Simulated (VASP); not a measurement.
## BaHfO$_{3}$ in VASP 6.6.1, single-point calculation

INCAR

```
IBRION = -1
NBANDS = 27
ISMEAR = 2
LWAVE = .FALSE.
PREC = Accurate
LREAL = .FALSE.
LASPH = .TRUE.
LCHARG = .FALSE.
SIGMA = 0.2
ISIF = 2
GGA = PE
ENCUT = 520
EDIFF = 1E-7
NELM = 120
NSW = 0
```

KPOINTS

```
KPOINTS created by Atomic Simulation Environment
0
Gamma
6 6 6
0 0 0
```

POSCAR

```
Ba Hf O
 1.0000000000000000
     4.0099764200000001    0.0000000000000000    0.0000000000000000
     0.0000000000000000    4.0099764200000001    0.0000000000000000
     0.0000000000000000    0.0000000000000000    4.0099764200000001
 Ba  Hf  O
   1   1   3
Cartesian
  0.0000000000000000  0.0000000000000000  0.0000000000000000
  2.0049882100000000  2.0049882100000000  2.0049882100000000
  2.0049882100000000  2.0049882100000000  0.0000000000000000
  2.0049882100000000  0.0000000000000000  2.0049882100000000
  0.0000000000000000  2.0049882100000000  2.0049882100000000
```

The recommended PBE PAW datasets give the neutral cell 38 valence electrons.

Command

```
mpirun -np 1 vasp_std
```

Q: How does this run end, and what does it give?

A: It converged. Results: gap between bands v and c on the k mesh 3.79 eV; least direct gap on the k mesh 3.83 eV; pressure 30.3 GPa. Band v is the last that the valence electrons fill when counted band by band, and c is the next.

OSZICAR

```
N       E                     dE             d eps       ncg     rms          rms(c)
DAV:   1     0.219819167055E+03    0.21982E+03   -0.21397E+04  1080   0.139E+03
DAV:   2    -0.376437910764E+02   -0.25746E+03   -0.24712E+03  1356   0.321E+02
DAV:   3    -0.494289780139E+02   -0.11785E+02   -0.11736E+02  1410   0.655E+01
DAV:   4    -0.496146037484E+02   -0.18563E+00   -0.18539E+00  1409   0.766E+00
DAV:   5    -0.496192964865E+02   -0.46927E-02   -0.46920E-02  1413   0.820E-01    0.770E+01
DAV:   6    -0.428163034153E+02    0.68030E+01   -0.30145E+01  1168   0.343E+01    0.627E+01
DAV:   7    -0.427568655769E+02    0.59438E-01   -0.16620E+00  1362   0.821E+00    0.337E+01
DAV:   8    -0.427509296373E+02    0.59359E-02   -0.11925E-01  1245   0.294E+00    0.539E+00
DAV:   9    -0.427426905774E+02    0.82391E-02   -0.38887E-02  1272   0.126E+00    0.226E+00
DAV:  10    -0.427424418134E+02    0.24876E-03   -0.53351E-03  1271   0.502E-01    0.432E-01
DAV:  11    -0.427423888427E+02    0.52971E-04   -0.44784E-04  1305   0.138E-01    0.380E-02
DAV:  12    -0.427424124117E+02   -0.23569E-04   -0.46011E-05  1428   0.456E-02    0.112E-01
DAV:  13    -0.427424156768E+02   -0.32651E-05   -0.49234E-06  1463   0.146E-02    0.939E-03
DAV:  14    -0.427424152778E+02    0.39900E-06   -0.42384E-07  1302   0.439E-03    0.120E-02
DAV:  15    -0.427424149619E+02    0.31593E-06   -0.20096E-07  1100   0.312E-03    0.175E-03
DAV:  16    -0.427424149943E+02   -0.32344E-07   -0.16809E-08   621   0.882E-04
   1 F= -.42742415E+02 E0= -.42742424E+02  d E =0.377451E-04
```

For comparison, a separate PBE run of the intended cell, on usual settings and not on those above, gives a gap of 3.79 eV on its mesh and a pressure of 30.3 GPa.
